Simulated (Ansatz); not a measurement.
Energy landscape near a Ta2N structure

Computed with Ansatz, DFT PBE, scalar-relativistic, plane waves, PAW.

Plane waves to 420 eV, a k mesh through Γ of 15×15×10 on the computed 3-atom cell and Gaussian smearing (0.10 eV); no spin polarisation.

Reference cell:

```xyz
3
Lattice="3.1129 0.0000 0.0000 -1.5564 2.6958 0.0000 0.0000 0.0000 4.8698" Properties=species:S:1:pos:R:3 pbc="T T T"
Ta    1.5564    0.8986    3.6294
Ta    0.0000    1.7972    1.2404
N     0.0000    0.0000    0.0000
```

Each variant moves atoms of this cell by the vectors given, if any (Å), and then applies a symmetric strain (tensor components, Cartesian axes). The reference cell isn't relaxed at this level. Energies are per atom at zero smearing, counted from the lowest variant. Pressure is positive in compression.

1. strain (xx yy zz yz xz xy, %) 0.73 0.73 -5.27 0.00 0.00 0.00; moves: Ta1 (0.000, 0.000, -0.184); Ta2 (0.000, 0.000, 0.184)
2. strain (xx yy zz yz xz xy, %) -0.40 -0.40 5.61 0.00 0.00 0.00; moves: Ta1 (0.000, 0.000, 0.073); Ta2 (0.000, 0.000, -0.073)
3. strain (xx yy zz yz xz xy, %) 5.01 5.01 3.51 0.00 0.00 0.00; moves: Ta1 (0.000, 0.000, -0.184); Ta2 (0.000, 0.000, 0.184)
4. strain (xx yy zz yz xz xy, %) 6.24 6.24 0.24 0.00 0.00 0.00; moves: Ta1 (0.000, 0.000, 0.037); Ta2 (0.000, 0.000, -0.037)
5. strain (xx yy zz yz xz xy, %) 4.94 4.94 -1.06 0.00 0.00 0.00; moves: Ta1 (0.000, 0.000, 0.184); Ta2 (0.000, 0.000, -0.184)

| variant | ΔE (meV/atom) | P (GPa) | largest force (eV/Å) | gap on mesh (eV) | space group |
| --- | --- | --- | --- | --- | --- |
| 1 | ? | ? | ? | ? | ? |
| 2 | 0.0 | -7.82 | 1.37 | 0 | P-3m1 |
| 3 | 373.5 | -24.24 | 3.29 | 0 | P-3m1 |
| 4 | 97.2 | -25.74 | 0.32 | 0 | P-3m1 |
| 5 | 155.3 | -6.61 | 3.02 | 0 | P-3m1 |

Give the withheld rows.

```json
{"variant": "1", "ΔE (meV/atom)": "309.5", "P (GPa)": "16.08", "largest force (eV/Å)": "5.73", "gap on mesh (eV)": "0", "space group": "P-3m1"}
```

Spin-orbit coupling is left out, which matters for the bands of heavy elements. Spin polarisation was left out, and a magnetic state may lie lower.